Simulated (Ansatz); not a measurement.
**SiNi: pulling the crystal apart**

This session takes SiNi and sets out to open the crystal across a (1 0 0) plane.

Computed with Ansatz 0.2.0 (DFT PBEsol, scalar-relativistic, plane waves, PAW, unless a step's input says otherwise).

3 further runs of the same task are left out: 3 set aside as unsound or not needed. Runs told in other sessions of the task aren't counted.

## (1) The starting structure

The structure is cubic, space group P2_13 (No. 198). The conventional cell has a = 4.468 Å, b = 4.468 Å, c = 4.468 Å, α = 90.00°, β = 90.00°, γ = 90.00°. Si (site symmetry 3) is surrounded by 7 Ni at 2.34 to 2.42 Å. Around Ni (site symmetry 3) lie 7 Si at 2.34 to 2.42 Å.

Coordinates:

```cif
data_structure
_symmetry_space_group_name_H-M 'P 1'
_symmetry_Int_Tables_number 1
_cell_length_a 4.4680
_cell_length_b 4.4680
_cell_length_c 8.9360
_cell_angle_alpha 90.000
_cell_angle_beta 90.000
_cell_angle_gamma 90.000
_cell_volume 178.39
loop_
_atom_site_label
_atom_site_type_symbol
_atom_site_fract_x
_atom_site_fract_y
_atom_site_fract_z
_atom_site_occupancy
Si1 Si 0.15354 0.15354 0.42323 1
Si2 Si 0.15354 0.15354 0.92323 1
Si3 Si 0.84646 0.65354 0.32677 1
Si4 Si 0.84646 0.65354 0.82677 1
Si5 Si 0.34646 0.84646 0.17323 1
Si6 Si 0.34646 0.84646 0.67323 1
Si7 Si 0.65354 0.34646 0.07677 1
Si8 Si 0.65354 0.34646 0.57677 1
Ni1 Ni 0.85101 0.85101 0.07450 1
Ni2 Ni 0.85101 0.85101 0.57450 1
Ni3 Ni 0.14899 0.35101 0.17550 1
Ni4 Ni 0.14899 0.35101 0.67550 1
Ni5 Ni 0.64899 0.14899 0.32450 1
Ni6 Ni 0.64899 0.14899 0.82450 1
Ni7 Ni 0.35101 0.64899 0.42550 1
Ni8 Ni 0.35101 0.64899 0.92550 1
```

It is built from the cell relaxed beforehand with the same method (11.15 Å³/atom).

## (2) The reference cell

The cell is repeated 2 times, 16 atoms in all. The reference gives a free energy of -51419.7570 eV, pressure -0.02 GPa, largest force 0.002 eV/Å and gap on the mesh none (metal). It was computed beforehand with the settings of the runs below.

## (3) The scan: pulling the crystal apart

The cut lies on the cell's a–b face, a (1 0 0) plane of area 19.96 Å², between layers 1.33 Å apart (Ni, Si below, Ni, Si above); the cell is 8.9 Å thick. Vector c is lengthened by d along the normal with the atoms' Cartesian places fixed: one unrelaxed cut per cell.

## (4) d = 1.00 Å

The input, input.yaml:

```yaml
crystal:
  lattice:
    - [0.0, -4.4679769961, 0.0]
    - [0.0, 0.0, -4.4679769961]
    - [9.9359539923, 0.0, 0.0]
  atoms:
    - { symbol: Si, position: [0.1535354713, 0.1535354713, 0.1557973745] }
    - { symbol: Si, position: [0.1535354713, 0.1535354713, 0.6054750802] }
    - { symbol: Si, position: [0.8464645287, 0.6535354713, 0.0690414784] }
    - { symbol: Si, position: [0.8464645287, 0.6535354713, 0.5187191842] }
    - { symbol: Si, position: [0.3464645287, 0.8464645287, 0.8303139331] }
    - { symbol: Si, position: [0.3464645287, 0.8464645287, 0.3806362273] }
    - { symbol: Si, position: [0.6535354713, 0.3464645287, 0.7435580371] }
    - { symbol: Si, position: [0.6535354713, 0.3464645287, 0.2938803313] }
    - { symbol: Ni, position: [0.8510095113, 0.8510095113, 0.7415142598] }
    - { symbol: Ni, position: [0.8510095113, 0.8510095113, 0.291836554] }
    - { symbol: Ni, position: [0.1489904887, 0.3510095113, 0.8323577105] }
    - { symbol: Ni, position: [0.1489904887, 0.3510095113, 0.3826800047] }
    - { symbol: Ni, position: [0.6489904887, 0.1489904887, 0.0669977011] }
    - { symbol: Ni, position: [0.6489904887, 0.1489904887, 0.5166754069] }
    - { symbol: Ni, position: [0.3510095113, 0.6489904887, 0.1578411518] }
    - { symbol: Ni, position: [0.3510095113, 0.6489904887, 0.6075188576] }
basis:
  ecutwfc: 420
kpoints:
  mp_grid: { grid: [9, 9, 5] }
hamiltonian:
  xc: pbesol
scf:
  occupations: { method: gaussian, width: 0.15 }
output:
  forces: true
  stress: true
  eigenvalues: true
```

Command:

```bash
> ansatz run input.yaml --threads 2 --pin off --max-ram 5120MiB --backend cpu --events-out ev --progress --plain --runs-dir out
```

Log, cut to the lines that bear on the results:

```text
Warning: RAYON_NUM_THREADS=2 ignored (pool sized by the plan → 2); use --threads N
[...]
Pseudopotentials: kind: paw
Pseudopotential: Si, paw, valence charge 4, recommended cutoff 420 eV (normal), Si.paw.azcp
Pseudopotential: Ni, paw, valence charge 18, recommended cutoff 420 eV (normal), Ni.paw.azcp
Functional definition: PBEsol
[...]
Crystal: 16 atoms, lattice volume = 198.350 Å³
Basis set: ecut = 420 eV, 3913 PW (Γ), exchange–correlation on 60×60×144 points (8 copies of the dense FFT grid, shifted against one another)
Bands: 106, of which v1, the nominal top of the filled ones, is band 88 counted from 1 (87 counted from 0)
Symmetry: 2 space group operations
Space group: P21 (ITA 4), of the structure as read, at distance tolerance 5.8e-5 Å
k-points: 115 of 405 (time reversal used)
[...]
SCF iter   1: F=—  HF=-51417.753094 eV  |F-HF|=—  |Δ(HF+E_count)|=         —  Δρ=2.12e-2  dr2=9.24e-1  ethr=1.77e-3  ⟨swp⟩=6.4  Hψ=47243  notcnv=0  defer=14
[...]
SCF iter   9: F=-51417.663779 eV  HF=-51417.663779 eV  |F-HF|=5.97e-8  |Δ(HF+E_count)|=   8.14e-8  Δρ=6.37e-6  dr2=6.79e-8  ethr=5.68e-11  ⟨swp⟩=10.0  Hψ=55854  notcnv=0
[...]
SCF converged after 9 iterations
Free energy (F): -51417.663779 eV
[...]
E sigma→0 (E₀):  -51417.623063 eV
Entropy (-TS):   -0.081433 eV (-5.090 meV/atom)
Fermi energy:    14.504397 eV
[...]
--- Forces (eV/Å), atoms counted from 1 ---
  atom   1  Si    -1.29135694    -0.00431001    -0.09612802
  atom   2  Si     0.47938259     0.02834062    -0.00077774
  atom   3  Si    -1.04358127    -0.15880279     0.31046270
  atom   4  Si     0.29507287    -0.01660085    -0.05869384
  atom   5  Si     1.04358127    -0.15880279    -0.31046270
  atom   6  Si    -0.29507287    -0.01660085     0.05869384
  atom   7  Si     1.29135694    -0.00431001     0.09612802
  atom   8  Si    -0.47938259     0.02834062     0.00077774
[...]
--- Stress (GPa, compression-positive) ---
       -4.715876       0.000000       0.592682
        0.000000      -7.051067       0.000000
        0.592681       0.000000      -9.597908
  P = ⅓ Tr σ = -7.1216 GPa (-71.216 kbar)
--- Band table (eV; the first three rows and the last of 115) ---
[...]
```

Run time: 46 s. Hardware: 2 threads of AMD EPYC 9R45 (Zen 5), shared host; peak memory 1.8 GiB.

## (5) Point d = 3.00 Å

The input, input.yaml:

```yaml
crystal:
  lattice:
    - [0.0, -4.4679769961, 0.0]
    - [0.0, 0.0, -4.4679769961]
    - [11.9359539923, 0.0, 0.0]
  atoms:
    - { symbol: Si, position: [0.1535354713, 0.1535354713, 0.1296918156] }
    - { symbol: Si, position: [0.1535354713, 0.1535354713, 0.50402109] }
    - { symbol: Si, position: [0.8464645287, 0.6535354713, 0.0574728215] }
    - { symbol: Si, position: [0.8464645287, 0.6535354713, 0.4318020958] }
    - { symbol: Si, position: [0.3464645287, 0.8464645287, 0.6911857271] }
    - { symbol: Si, position: [0.3464645287, 0.8464645287, 0.3168564528] }
    - { symbol: Si, position: [0.6535354713, 0.3464645287, 0.618966733] }
    - { symbol: Si, position: [0.6535354713, 0.3464645287, 0.2446374587] }
    - { symbol: Ni, position: [0.8510095113, 0.8510095113, 0.6172654129] }
    - { symbol: Ni, position: [0.8510095113, 0.8510095113, 0.2429361386] }
    - { symbol: Ni, position: [0.1489904887, 0.3510095113, 0.6928870471] }
    - { symbol: Ni, position: [0.1489904887, 0.3510095113, 0.3185577728] }
    - { symbol: Ni, position: [0.6489904887, 0.1489904887, 0.0557715015] }
    - { symbol: Ni, position: [0.6489904887, 0.1489904887, 0.4301007758] }
    - { symbol: Ni, position: [0.3510095113, 0.6489904887, 0.1313931357] }
    - { symbol: Ni, position: [0.3510095113, 0.6489904887, 0.50572241] }
basis:
  ecutwfc: 420
kpoints:
  mp_grid: { grid: [9, 9, 5] }
hamiltonian:
  xc: pbesol
scf:
  occupations: { method: gaussian, width: 0.15 }
output:
  forces: true
  stress: true
  eigenvalues: true
```

Command:

```bash
> ansatz run input.yaml --threads 2 --pin off --max-ram 5120MiB --backend cpu --events-out ev --progress --plain --runs-dir out
```

Log, cut to the lines that bear on the results:

```text
Warning: RAYON_NUM_THREADS=2 ignored (pool sized by the plan → 2); use --threads N
[...]
[... 4 set-up lines as earlier in the session ...]
[...]
Crystal: 16 atoms, lattice volume = 238.275 Å³
Basis set: ecut = 420 eV, 4687 PW (Γ), exchange–correlation on 60×60×160 points (8 copies of the dense FFT grid, shifted against one another)
Bands: 106, of which v1, the nominal top of the filled ones, is band 88 counted from 1 (87 counted from 0)
[... 1 set-up line as earlier in the session ...]
Space group: P21 (ITA 4), of the structure as read, at distance tolerance 6.2e-5 Å
k-points: 115 of 405 (time reversal used)
[...]
SCF converged after 10 iterations
Free energy (F): -51416.338680 eV
[...]
E sigma→0 (E₀):  -51416.304853 eV
Entropy (-TS):   -0.067655 eV (-4.228 meV/atom)
Fermi energy:    11.194301 eV
[...]
--- Forces (eV/Å), atoms counted from 1 ---
  atom   1  Si    -1.45019966     0.02746594    -0.06205748
  atom   2  Si     0.63930998     0.00311469     0.03008270
  atom   3  Si    -0.58917701     0.19273070     0.12385120
  atom   4  Si     0.28078011     0.00991127    -0.07002144
  atom   5  Si     0.58917701     0.19273070    -0.12385120
  atom   6  Si    -0.28078011     0.00991127     0.07002144
  atom   7  Si     1.45019966     0.02746594     0.06205748
  atom   8  Si    -0.63930998     0.00311469    -0.03008270
[...]
--- Stress (GPa, compression-positive) ---
       -1.848089       0.000000       0.295117
        0.000000      -6.650887       0.000000
        0.295116       0.000000     -10.392802
  P = ⅓ Tr σ = -6.2973 GPa (-62.973 kbar)
--- Band table (eV; the first three rows and the last of 115) ---
[...]
```

Run time: 60 s. Hardware: 2 threads of AMD EPYC 9R45 (Zen 5), shared host; peak memory 2 GiB.

## (6) d = 0.50 Å

The input, input.yaml:

```yaml
crystal:
  lattice:
    - [0.0, -4.4679769961, 0.0]
    - [0.0, 0.0, -4.4679769961]
    - [9.4359539923, 0.0, 0.0]
  atoms:
    - { symbol: Si, position: [0.1535354713, 0.1535354713, 0.1640528924] }
    - { symbol: Si, position: [0.1535354713, 0.1535354713, 0.6375584859] }
    - { symbol: Si, position: [0.8464645287, 0.6535354713, 0.0726999044] }
    - { symbol: Si, position: [0.8464645287, 0.6535354713, 0.546205498] }
    - { symbol: Si, position: [0.3464645287, 0.8464645287, 0.8743112827] }
    - { symbol: Si, position: [0.3464645287, 0.8464645287, 0.4008056892] }
    - { symbol: Si, position: [0.6535354713, 0.3464645287, 0.7829582948] }
    - { symbol: Si, position: [0.6535354713, 0.3464645287, 0.3094527012] }
    - { symbol: Ni, position: [0.8510095113, 0.8510095113, 0.7808062201] }
    - { symbol: Ni, position: [0.8510095113, 0.8510095113, 0.3073006265] }
    - { symbol: Ni, position: [0.1489904887, 0.3510095113, 0.8764633574] }
    - { symbol: Ni, position: [0.1489904887, 0.3510095113, 0.4029577638] }
    - { symbol: Ni, position: [0.6489904887, 0.1489904887, 0.0705478297] }
    - { symbol: Ni, position: [0.6489904887, 0.1489904887, 0.5440534233] }
    - { symbol: Ni, position: [0.3510095113, 0.6489904887, 0.166204967] }
    - { symbol: Ni, position: [0.3510095113, 0.6489904887, 0.6397105606] }
basis:
  ecutwfc: 420
kpoints:
  mp_grid: { grid: [9, 9, 5] }
hamiltonian:
  xc: pbesol
scf:
  occupations: { method: gaussian, width: 0.15 }
output:
  forces: true
  stress: true
  eigenvalues: true
```

Command:

```bash
> ansatz run input.yaml --threads 2 --pin off --max-ram 5120MiB --backend cpu --events-out ev --progress --plain --runs-dir out
```

Log, cut to the lines that bear on the results:

```text
Warning: RAYON_NUM_THREADS=2 ignored (pool sized by the plan → 2); use --threads N
[...]
[... 4 set-up lines as earlier in the session ...]
[...]
Crystal: 16 atoms, lattice volume = 188.368 Å³
Basis set: ecut = 420 eV, 3727 PW (Γ), exchange–correlation on 60×60×128 points (8 copies of the dense FFT grid, shifted against one another)
Bands: 106, of which v1, the nominal top of the filled ones, is band 88 counted from 1 (87 counted from 0)
[... 1 set-up line as earlier in the session ...]
Space group: P21 (ITA 4), of the structure as read, at distance tolerance 5.7e-5 Å
k-points: 115 of 405 (time reversal used)
[...]
SCF converged after 8 iterations
Free energy (F): -51418.773858 eV
[...]
E sigma→0 (E₀):  -51418.740029 eV
Entropy (-TS):   -0.067657 eV (-4.229 meV/atom)
Fermi energy:    15.642035 eV
[...]
--- Forces (eV/Å), atoms counted from 1 ---
  atom   1  Si    -1.00267030    -0.02251335    -0.14383759
  atom   2  Si     0.26764886     0.04524484    -0.02134119
  atom   3  Si    -1.07513801    -0.28921965     0.29658959
  atom   4  Si     0.18564846    -0.02160062    -0.04308220
  atom   5  Si     1.07513801    -0.28921965    -0.29658959
  atom   6  Si    -0.18564846    -0.02160062     0.04308220
  atom   7  Si     1.00267030    -0.02251335     0.14383759
  atom   8  Si    -0.26764886     0.04524484     0.02134119
[...]
--- Stress (GPa, compression-positive) ---
       -5.934146       0.000000       0.225129
        0.000000      -5.311412       0.000000
        0.225129       0.000000      -6.380628
  P = ⅓ Tr σ = -5.8754 GPa (-58.754 kbar)
--- Band table (eV; the first three rows and the last of 115) ---
[...]
```

Run time: 42 s. Hardware: 2 threads of AMD EPYC 9R45 (Zen 5), shared host; peak memory 1.7 GiB.

## (7) At d = 2.00 Å

The input, input.yaml:

```yaml
crystal:
  lattice:
    - [0.0, -4.4679769961, 0.0]
    - [0.0, 0.0, -4.4679769961]
    - [10.9359539923, 0.0, 0.0]
  atoms:
    - { symbol: Si, position: [0.1535354713, 0.1535354713, 0.1415510294] }
    - { symbol: Si, position: [0.1535354713, 0.1535354713, 0.5501095327] }
    - { symbol: Si, position: [0.8464645287, 0.6535354713, 0.0627282223] }
    - { symbol: Si, position: [0.8464645287, 0.6535354713, 0.4712867257] }
    - { symbol: Si, position: [0.3464645287, 0.8464645287, 0.7543887844] }
    - { symbol: Si, position: [0.3464645287, 0.8464645287, 0.3458302811] }
    - { symbol: Si, position: [0.6535354713, 0.3464645287, 0.6755659774] }
    - { symbol: Si, position: [0.6535354713, 0.3464645287, 0.267007474] }
    - { symbol: Ni, position: [0.8510095113, 0.8510095113, 0.6737090861] }
    - { symbol: Ni, position: [0.8510095113, 0.8510095113, 0.2651505827] }
    - { symbol: Ni, position: [0.1489904887, 0.3510095113, 0.7562456757] }
    - { symbol: Ni, position: [0.1489904887, 0.3510095113, 0.3476871723] }
    - { symbol: Ni, position: [0.6489904887, 0.1489904887, 0.060871331] }
    - { symbol: Ni, position: [0.6489904887, 0.1489904887, 0.4694298344] }
    - { symbol: Ni, position: [0.3510095113, 0.6489904887, 0.1434079207] }
    - { symbol: Ni, position: [0.3510095113, 0.6489904887, 0.551966424] }
basis:
  ecutwfc: 420
kpoints:
  mp_grid: { grid: [9, 9, 5] }
hamiltonian:
  xc: pbesol
scf:
  occupations: { method: gaussian, width: 0.15 }
output:
  forces: true
  stress: true
  eigenvalues: true
```

Command:

```bash
> ansatz run input.yaml --threads 2 --pin off --max-ram 5120MiB --backend cpu --events-out ev --progress --plain --runs-dir out
```

Log, cut to the lines that bear on the results:

```text
[...]
SCF converged after 9 iterations
Free energy (F): -51416.639759 eV
[...]
E sigma→0 (E₀):  -51416.604244 eV
Entropy (-TS):   -0.071030 eV (-4.439 meV/atom)
Fermi energy:    12.654351 eV
[...]
--- Forces (eV/Å), atoms counted from 1 ---
  atom   1  Si    -1.45213404     0.01081766    -0.06841833
  atom   2  Si     0.62284390     0.01024227     0.02344278
  atom   3  Si    -0.75653896     0.12655137     0.16373693
  atom   4  Si     0.29848691     0.00487031    -0.06994542
  atom   5  Si     0.75653896     0.12655137    -0.16373693
  atom   6  Si    -0.29848691     0.00487031     0.06994542
  atom   7  Si     1.45213404     0.01081766     0.06841833
  atom   8  Si    -0.62284390     0.01024227    -0.02344278
[...]
--- Stress (GPa, compression-positive) ---
       -2.842399       0.000000       0.310438
        0.000000      -7.239572       0.000000
        0.310438       0.000000     -11.019592
  P = ⅓ Tr σ = -7.0339 GPa (-70.339 kbar)
--- Band table (eV; the first three rows and the last of 115) ---
[...]
```

Run time: 53 s. Hardware: 2 threads of AMD EPYC 9R45 (Zen 5), shared host; peak memory 1.9 GiB.

## (8) Results of the scan

All points in order; energies are free energies above the reference cell:

| d (Å) | energy (J/m²) | traction (GPa) |
| --- | --- | --- |
| 0.00 | 0.00 | 0.0 |
| 0.50 | 0.79 | 21.1 |
| 1.00 | 1.68 | 13.8 |
| 2.00 | 2.50 | 4.3 |
| 3.00 | 2.74 | 1.1 |

## (9) What came out

| quantity | value |
| --- | --- |
| energy at d = 3.00 Å | 2.74 J/m² |
| largest traction sampled | 21.1 GPa at d = 0.50 Å |

In words: At the widest gap sampled, 3.00 Å, the traction is still 1.1 GPa, so 2.74 J/m² is not yet the full work of separation. The traction peaks at 21.1 GPa near 0.50 Å, an estimate of the ideal strength of rigid blocks on this coarse sampling. The final runs have no spin polarisation, so a magnetic state may lie lower.
